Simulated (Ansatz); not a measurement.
**NiO under changes of volume**

One of the cells (9.076 Å³/atom); the others are scaled copies at fixed shape and fractional positions:

```
Ni O
1.0
     0.00000    2.08590    2.08590
     2.08590    0.00000    2.08590
     2.08590    2.08590    0.00000
Ni O
1 1
Direct
  0.00000 0.00000 0.00000
  0.50000 0.50000 0.50000
```

| Item | Value |
| --- | --- |
| Program | Ansatz 0.2.0 |
| Functional | PBE |
| Potentials or basis | Ansatz PAW |
| Cutoff | 420 eV (not typed: the program's choice for these potentials) |
| k mesh | 11 × 11 × 11 |
| Occupations | fermi-dirac, width 0.05 eV |
| Spin | collinear spin, ferromagnetic start |
| Starting moments | [1.0, 0.0] μB |

| volume (Å³/atom) | energy over the lowest point (meV/atom) | pressure (GPa) | moment (μB per cell) |
| --- | --- | --- | --- |
| 8.531 | 45.64 | 18.6 | 1.51 |
| 8.713 | 27.33 | 13.6 | 1.57 |
| 8.894 | ? | ? | ? |
| 9.076 | 5.61 | 5.7 | 1.73 |
| 9.257 | 0.84 | 2.2 | 1.78 |
| 9.439 | 0.00 | -1.2 | 1.82 |
| 9.620 | 2.92 | -4.2 | 1.86 |

**Question.** What does the run at 8.894 Å³/atom give?

**Answer.** Energy over the lowest point 14.41 meV/atom; pressure 9.4 GPa; moment 1.65 μB per cell.

Worked out: A Birch-Murnaghan fit of order 3 (a polynomial in V^(-2/3)) to the other rows has its minimum at 9.39 Å³/atom with B0 = V·E''(V) = 165 GPa and B' = 3.1. It gives 14.23 meV/atom at 8.894 Å³/atom, against the run's 14.41, and -dE/dV = 9.7 GPa, against 9.4. A parabola through the other rows of the moment, of slope 0.379 μB per Å³/atom there, gives 1.66 μB, against the run's 1.65.

Energies are extrapolated to zero smearing.

Caveats: a cell with one magnetic atom can't hold antiferromagnetic order, which such compounds often take.
